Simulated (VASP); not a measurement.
Set up this calculation in VASP 6.6.1, as the native input.

| Property | Result |
| --- | --- |
| Task | dielectric tensor |
| Functional | PBE |
| Potentials or basis | VASP PAW PBE potentials, release 64 (Mg, F) |
| Cutoff | 520 eV |
| k mesh | 8 × 8 × 12 |
| Occupations | gaussian, width 0.03 eV |
| Spin | no spin polarisation |
| Monkhorst-Pack mesh | yes |
| Further INCAR settings | ALGO = Fast; EDIFF = 1e-08 |

The structure of MgF2 (Sellaite) lies in POSCAR:

```
MgF2                                    
1.0
    4.6240511486      0.0000000000      0.0000000000
    0.0000000000      4.6240511486      0.0000000000
    0.0000000000      0.0000000000      3.0527962139
  Mg              F             
     2     4
Direct
     1.0000000000000000    0.0000000000000000    1.0000000000000000
     0.5000000000000000    0.5000000000000000    0.5000000000000000
     0.3031611946592399    0.3031611946592399    0.0000000000000000
     0.1968388053407601    0.8031611946592399    0.5000000000000000
     0.6968388053407601    0.6968388053407601    1.0000000000000000
     0.8031611946592399    0.1968388053407601    0.5000000000000000
```

The input as run:

INCAR

```
PREC = Accurate ; ENCUT = 520
EDIFF = 1E-8 ; ISMEAR = 0
SIGMA = 0.03 ; LREAL = False
LASPH = True ; NELM = 80
ALGO = Fast ; ISIF = 2
LWAVE = False ; LCHARG = False
GGA = PE ; LEPSILON = True
KPAR = 2
```

KPOINTS

```
Automatic mesh
0
Monkhorst-Pack
  8 8 12
```

Potentials or basis: VASP PAW PBE potentials, release 64 (Mg, F).

Command:

```console
$ cat potpaw_PBE.64/Mg/POTCAR potpaw_PBE.64/F/POTCAR > POTCAR
$ mpirun -np 2 vasp_std > vasp.out
```

It gave:

* Electronic dielectric tensor (diagonal): 1.96, 1.96, 2.00
* Born charges (mean of the diagonal): Mg +2.00; F -1.00 e

Wall time 2.7 min on 2 MPI ranks on Intel(R) Xeon(R) Platinum 8488C (Sapphire Rapids) (shared host), peak memory 0.45 GiB a rank.
